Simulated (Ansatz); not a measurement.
## Structure optimisation: tellurium, A15

Level of theory: Ansatz 0.2.0, DFT, revPBE, plane waves (420 eV) with PAW, scalar-relativistic. (PAW data from PBE, frozen cores regenerated.)

k-point mesh 4×4×4, Fermi-Dirac smearing 0.1 eV, no spin polarisation. Cell and atoms relax.

Starting structure:

```
CELL_PARAMETERS angstrom
6.13307 0.00000 0.00000
0.00000 6.13307 0.00000
0.00000 0.00000 6.13307
ATOMIC_POSITIONS crystal
Te 0.00000 0.00000 0.00000
Te 0.50000 0.50000 0.50000
Te 0.25000 0.00000 0.50000
Te 0.75000 0.00000 0.50000
Te 0.50000 0.25000 0.00000
Te 0.50000 0.75000 0.00000
Te 0.00000 0.50000 0.25000
Te 0.00000 0.50000 0.75000
```

**Question.** The pressure at the start is 1.6 GPa. By how much does the volume change?

**Answer.** From 28.84 to 29.80 Å³ per atom, 3.3 %. The final cell has a = 6.201 Å.

**Question.** How much energy does the relaxation gain?

**Answer.** 4.6 meV per atom.
